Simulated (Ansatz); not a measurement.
# BaTiO3 (P1) in Ansatz: reference runs

Reference runs on BaTiO3: the cell as given.

Everything below comes from runs of Ansatz 0.2.0. Logs are shortened: lines on timing, memory, paths and dates and some standing lists are left out, and cuts for length are marked.

### Step 1. The cell of the first run

The typed cell holds 10 atoms: a = 4.018 Å, b = 5.659 Å, c = 5.659 Å, α = 89.51°, β = 89.87°, γ = 89.87°.

### Step 2. Single point, PBE (a zone-boundary wave of random shape, sigma 0.15 Å)

input.yaml reads:

```yaml
crystal:
  lattice:
    - [0.0, -2.83705, -2.8458]
    - [-3.9841, 2.83705, -2.8458]
    - [3.9841, 2.83705, -2.8458]
  atoms:
    - { symbol: Ba, position: [0.01482756, 0.52342182, 0.49594891] }
    - { symbol: Ba, position: [0.98517244, 0.97657818, 0.00405109] }
    - { symbol: Ti, position: [0.46948775, 0.00347915, 0.49812544] }
    - { symbol: Ti, position: [0.51471225, 0.48862085, 0.99397456] }
    - { symbol: O, position: [0.48612904, 0.25418846, 0.28051967] }
    - { symbol: O, position: [0.52967096, 0.75371154, 0.72738033] }
    - { symbol: O, position: [0.43502196, 0.81668038, 0.27996181] }
    - { symbol: O, position: [0.55995804, 0.18960962, 0.72632819] }
    - { symbol: O, position: [0.02114428, 0.00157456, 0.50510004] }
    - { symbol: O, position: [0.99143572, 0.49591544, 0.99238996] }
hamiltonian:
  xc: pbe
  pseudopotentials: { kind: paw }
kpoints:
  mp_grid: { grid: [7, 5, 5] }
scf:
  occupations: { method: fermi_dirac, width: 0.05 }
output:
  forces: true
  stress: true
  eigenvalues: true
```

Potentials or basis: Ansatz PAW.

The run is started by

```
$ ansatz run input.yaml --threads 4 --pin off --max-ram 11264MiB --backend cpu --events-out ev --progress --plain --runs-dir out
```

Log:

```text
Warning: RAYON_NUM_THREADS=4 ignored (pool sized by the plan → 4); use --threads N
Engine: ansatz 0.2.0, aarch64-unknown-linux-gnu
Pseudopotentials: kind: paw
Pseudopotential: Ba, paw, valence charge 10, recommended cutoff 420 eV (normal), Ba.paw.azcp
Pseudopotential: Ti, paw, valence charge 12, recommended cutoff 420 eV (normal), Ti.paw.azcp
Pseudopotential: O, paw, valence charge 6, recommended cutoff 420 eV (normal), O.paw.azcp
Functional definition: PBE
  parameter kappa = 0.804
  parameter beta = 0.06672455060314922
  exchange = pbe_x(kappa = kappa, mu = beta*pi^2/3)
  correlation = pbe_c(beta = beta)
Crystal: 10 atoms, lattice volume = 128.665 Å³
Basis set: ecut = 420 eV, 2505 PW (Γ), exchange–correlation on 54×80×80 points (8 copies of the dense FFT grid, shifted against one another)
Bands: 50, of which v1, the nominal top of the filled ones, is band 40 counted from 1 (39 counted from 0)
Symmetry: 1 space group operations
Space group: P1 (ITA 1), of the structure as read, at distance tolerance 5.0e-5 Å
k-points: 88 of 175 (time reversal used)
Non-local potential: Ba, projectors of the file, l = 0: 3, l = 1: 2, l = 2: 2, l = 3: 2
Non-local potential: Ti, projectors of the file, l = 0: 3, l = 1: 2, l = 2: 3, l = 3: 1
Non-local potential: O, projectors of the file, l = 0: 2, l = 1: 2, l = 2: 1
PAW form: soft (Blöchl's): semilocal exchange-correlation on the pseudo side does not see the compensation charge
PAW one-centre angular grid: Ba, 194 points (default); XC on 64 Gauss nodes
PAW one-centre angular grid: Ti, 590 points (default); XC on 64 Gauss nodes
PAW one-centre angular grid: O, 110 points (default); XC on 64 Gauss nodes
Initial density: superposition of atomic densities (neutral atoms: chi_scale 0, normalization atom), corrected by the library's trained network
Initial wavefunctions: pseudopotential atomic-orbital guess
Functional: x = pbe(κ = 0.804, μ = 0.2195149727645171), c = pbe(β = 0.06672455060314922)
SCF iter   1: F=—  HF=-20314.730208 eV  |F-HF|=—  |Δ(HF+E_count)|=         —  Δρ=6.43e-3  dr2=1.13e-1  ethr=1.77e-3  ⟨swp⟩=7.2  Hψ=19531  notcnv=0  defer=89
preconditioner: auto → Resta (q_TF=auto, 2.521 Å⁻¹)  ε∞=5.8  [insulator: Δε(μ)=0.857 eV  Ē_g=12.008 eV  σ=0.050 eV  W_gap=1.00  n_scr=38 (ndim 8)  ℏωp=26.2 eV  f_vac=0.000  D(μ)=0.00/eV (n_scr^D=0)  ε∞_Penn≈5.8]
SCF iter   2: F=—  HF=-20314.717939 eV  |F-HF|=—  |Δ(HF+E_count)|=   1.23e-2  Δρ=3.33e-3  dr2=3.43e-2  ethr=1.41e-4  ⟨swp⟩=2.0  Hψ=5797  notcnv=0  defer=181
SCF iter   3: F=—  HF=-20314.713261 eV  |F-HF|=—  |Δ(HF+E_count)|=   4.68e-3  Δρ=5.46e-4  dr2=6.51e-4  ethr=4.29e-5  ⟨swp⟩=2.0  Hψ=4721  notcnv=0  defer=94
automatic band count: iteration 3 solves 49 bands in place of 50: the levels show a gap, and the empty bands left out lie too high to hold charge; the band table lists the bands solved (type scf.n_extra_bands for more)
SCF iter   4: F=—  HF=-20314.713191 eV  |F-HF|=—  |Δ(HF+E_count)|=   6.99e-5  Δρ=2.38e-4  dr2=7.45e-5  ethr=8.14e-7  ⟨swp⟩=2.0  Hψ=7734  notcnv=0  defer=94
SCF iter   5: F=—  HF=-20314.712978 eV  |F-HF|=—  |Δ(HF+E_count)|=   2.14e-4  Δρ=7.99e-5  dr2=8.76e-6  ethr=9.31e-8  ⟨swp⟩=2.0  Hψ=6864  notcnv=0  defer=94
SCF iter   6: F=—  HF=-20314.712977 eV  |F-HF|=—  |Δ(HF+E_count)|=   7.00e-7  Δρ=2.05e-5  dr2=4.98e-7  ethr=1.10e-8  ⟨swp⟩=2.0  Hψ=7566  notcnv=0  defer=94
SCF iter   7: F=-20314.712977 eV  HF=-20314.712977 eV  |F-HF|=1.96e-8  |Δ(HF+E_count)|=   6.02e-8  Δρ=6.62e-6  dr2=5.89e-8  ethr=1.25e-10  ⟨swp⟩=11.6  Hψ=23119  notcnv=0
SCF 1 converged in 7 iterations: F = -20314.712977 eV  dr2 = 5.89e-8
SCF converged after 7 iterations
Free energy (F): -20314.712977 eV
Harris-Foulkes:  -20314.712977 eV  (|F-HF|=1.96e-8)
Internal energy: -20314.712775 eV  (E = F + TS)
E sigma→0 (E₀):  -20314.712876 eV
Entropy (-TS):   -0.000202 eV (-0.020 meV/atom)
Fermi energy:    11.250377 eV
--- Per-component energies (eV) ---
  E_band       = -275.896010
  E_kinetic    = 1955.179185
  E_local      = -4444.523792  (includes V_loc(G=0)·N_el)
  E_nonlocal   = 411.040788
  E_hartree    = 1760.101052
  E_xc         = -985.207766
  E_vxc        = -1095.353857  (∫ρ·V_xc dr)
  E_paw        = -13492.466738  (= ΣΔE_a)
  E_vpaw       = -622.449929  (= ΣTr[D̂ρ^β])
  E_aug_tail   = 0.014923  (compensation charges beyond the density's cutoff)
  E_ewald      = -5518.850427
  E_smearing   = -0.000202  (= −TS)
  E_closure    = -0.000000  (closes the sum)
  Σ components = -20314.712977   (vs F -20314.712977, Δ=0.00e0)
--- Forces (eV/Å), atoms counted from 1 ---
  atom   1  Ba     0.76562483    -0.04368886     0.69148320
  atom   2  Ba    -0.98541707     0.32617929    -0.41621142
  atom   3  Ti     0.27785692     1.91927378    -1.97439872
  atom   4  Ti     0.34200880    -1.03012528     0.63380686
  atom   5  O     -5.63150927    -0.51950561    -0.44542710
  atom   6  O      4.90800137     0.16274598     0.62161433
  atom   7  O      0.01791981    -9.38561914     6.87626943
  atom   8  O     -0.02962234     6.95251365    -6.75378349
  atom   9  O      0.07550749     1.48747515     0.88420067
  atom  10  O      0.25963985     0.13080651    -0.11758240
  max |Σ_I F_I| component: 5.55e-5 eV/Å
--- Stress (GPa, compression-positive) ---
        9.360446      -0.432302      -1.794968
       -0.432302      18.991816     -10.488528
       -1.794968     -10.488527      24.240263
  P = ⅓ Tr σ = 17.5308 GPa (175.308 kbar)
--- Band table (eV; the first three rows and the last of 88) ---
  k-point 0: bands = ["-47.0922", "-44.4284", "-23.3581", "-23.2958", "-23.1890", "-21.5059", "-20.8443", "-20.7247", "-14.4580", "-14.2226", "-7.0518", "-6.5590", "-5.9974", "-5.7420", "-5.3580", "-5.1516", "0.0503", "0.2441", "0.3839", "0.4865", "0.6676", "0.7108", "6.0111", "6.2064", "6.3893", "7.1967", "7.5985", "7.6957", "7.9635", "8.2203", "8.4877", "8.7085", "8.8875", "9.2401", "9.5942", "9.8071", "9.9517", "10.2991", "10.4162", "10.7684", "11.4961", "11.9268", "12.0061", "12.9170", "13.8003", "14.9333", "15.1025", "15.5068", "15.5968"]
  k-point 1: bands = ["-47.0922", "-44.4284", "-23.3581", "-23.2958", "-23.1890", "-21.5064", "-20.8446", "-20.7247", "-14.4354", "-14.2372", "-7.0875", "-6.6213", "-5.9887", "-5.7543", "-5.3038", "-5.1432", "0.1141", "0.2646", "0.4210", "0.5006", "0.6679", "0.7175", "6.1384", "6.3928", "6.5359", "7.2429", "7.5277", "7.7459", "7.8519", "8.2086", "8.3777", "8.5169", "8.8036", "9.0567", "9.3354", "9.6716", "9.8687", "10.1057", "10.2452", "10.6319", "11.5999", "12.0609", "12.1234", "13.1515", "13.9666", "14.9497", "15.2835", "15.4289", "15.8940"]
  k-point 2: bands = ["-47.0922", "-44.4284", "-23.3581", "-23.2958", "-23.1891", "-21.5071", "-20.8452", "-20.7247", "-14.3867", "-14.2728", "-7.1441", "-6.7126", "-5.9697", "-5.7757", "-5.2198", "-5.1407", "0.1489", "0.3598", "0.4701", "0.5327", "0.6160", "0.8051", "6.3368", "6.7802", "6.9479", "7.1835", "7.4185", "7.6244", "7.9072", "8.0445", "8.2172", "8.4070", "8.6024", "8.7238", "8.7750", "9.4804", "9.5749", "10.0188", "10.0812", "10.4300", "11.7556", "12.2374", "12.3047", "13.4267", "14.2684", "14.8611", "15.2710", "15.5851", "16.6589"]
  k-point 87: bands = ["-47.0914", "-44.4275", "-23.4013", "-23.2956", "-23.1872", "-21.5047", "-20.8418", "-20.7774", "-14.3257", "-14.1758", "-6.7842", "-6.5755", "-6.0625", "-5.6318", "-5.3199", "-4.7548", "-0.1957", "-0.0946", "0.0325", "0.5015", "0.6065", "0.6630", "5.4773", "6.3378", "6.6276", "6.8388", "6.9686", "7.2953", "7.3221", "7.6411", "7.9100", "8.1446", "8.3134", "8.9025", "8.9695", "9.3519", "9.6240", "9.9722", "10.4040", "10.8712", "12.3452", "12.9426", "13.2067", "13.6787", "15.2686", "15.7182", "15.7501", "16.0050", "16.8231"]
```

It took 17 s on 4 threads of Arm Neoverse V1, shared host; peak memory 0.7 GiB.

Results:

```
Free energy            : -20314.7130 eV
Pressure               : 17.5 GPa
Largest force          : 11.635 eV/Å
Band gap on the k mesh : 0.59 eV, indirect (least direct gap 0.73 eV)
```

Forces in eV/Å, atoms in the order of the input:
```
Ba   0.766 -0.044  0.691
Ba  -0.985  0.326 -0.416
Ti   0.278  1.919 -1.974
Ti   0.342 -1.030  0.634
O   -5.632 -0.520 -0.445
O    4.908  0.163  0.622
O    0.018 -9.386  6.876
O   -0.030  6.953 -6.754
O    0.076  1.487  0.884
O    0.260  0.131 -0.118
```

Caveat: odd divisions of the mesh miss points on the zone boundary, where band edges often lie, so the gap on the mesh can be too wide; so large a pressure means that the cell lies far from this level's equilibrium, or that cutoff or potentials fall short; the pressure holds a Pulay correction of +0.5 GPa for the finite cutoff; spin-orbit coupling is left out, which moves the levels of the heavy elements; forces of over 1 eV/Å show positions far from the minimum, so gaps and moduli don't describe the material at rest. A k mesh can miss the band edges.
